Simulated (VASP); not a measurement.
Set up this calculation in VASP 6.6.1, as an ASE script.

* Task: density of states
* Functional: PBE
* Dispersion: D3
* Potentials or basis: VASP PAW PBE potentials, release 64 (Mn_pv, S)
* Cutoff: 520 eV
* k mesh: 9 × 9 × 9
* Occupations: tetrahedron
* Spin: collinear spin, random start
* Starting moments: [3.03, 0.0] μB
* Hubbard terms: Mn d U = 6 eV
* Further INCAR settings: ALGO = Normal; EDIFF = 1.00e-06; NBANDS = 20

The structure of MnS lies in POSCAR:

```
MnS
1.0
    0.0000000000      2.8056125751      2.8056125751
    2.8056125751      0.0000000000      2.8056125751
    2.8056125751      2.8056125751      0.0000000000
Mn S
1 1
Direct
    0.0000000000      0.0000000000      0.0000000000
    0.5000000000      0.5000000000      0.5000000000
```

The cell isn't the ideal one: volume scaled by 1.25.

The input as run:

run.py

```python
from ase.calculators.vasp import Vasp
from ase.dft.dos import DOS
from ase.io import read

atoms = read('POSCAR')
atoms.set_initial_magnetic_moments([3.03, 0.0])
calc = Vasp(
    directory='calc',
    xc='pbe',
    pp='PBE',
    setups='recommended',
    prec='Accurate',
    encut=520,
    ediff=1e-06,
    ismear=-5,
    sigma=0.1,
    lreal=False,
    lasph=True,
    nelm=150,
    algo='Normal',
    isif=2,
    lwave=False,
    lcharg=False,
    ispin=2,
    lorbit=11,
    lmaxmix=4,
    ldautype=2,
    ldauprint=1,
    ivdw=11,
    ldau_luj={'Mn': {'L': 2, 'U': 6, 'J': 0}},
    kpts=[9, 9, 9],
    gamma=True,
    nbands=20,
)
atoms.calc = calc

print('energy (eV):', atoms.get_potential_energy())
print('free energy (eV):', atoms.get_potential_energy(force_consistent=True))
print('forces (eV/A):')
print(atoms.get_forces())
print('stress (eV/A^3, Voigt):', atoms.get_stress())
print('Fermi level (eV):', calc.get_fermi_level())
print('moment (muB):', atoms.get_magnetic_moment())
print('site moments (muB):', atoms.get_magnetic_moments())
dos = DOS(calc, width=0.05, window=(-10, 10), npts=201)
print('E - E_F (eV), DOS (1/eV)')
for e, g in zip(dos.get_energies(), dos.get_dos()):
    print(f'{e:8.3f} {g:10.4f}')
```

Potentials or basis: VASP PAW PBE potentials, release 64 (Mn_pv, S).

Command:

```sh
$ python run.py
```

Results of the run:

```
Pressure                                              : -10.1 GPa
Band gap on the k mesh                                : 1.20 eV, indirect (least direct gap 1.73 eV)
Net moment                                            : 5.00 μB per cell
Site moments                                          : Mn +4.71; S +0.02 μB
Valence electrons inside the program's atomic spheres : Mn 11.14; S 3.71
Dispersion energy per atom                            : -0.230 eV
```

Caveat: an odd mesh through Γ misses points on the zone boundary, where band edges often lie; a cell with one magnetic atom can't hold antiferromagnetic order, which such compounds often take.

Run time: 42 s on 1 thread of Intel(R) Xeon(R) Platinum 8559C (Emerald Rapids), with other jobs on the host, peak memory 0.22 GiB.
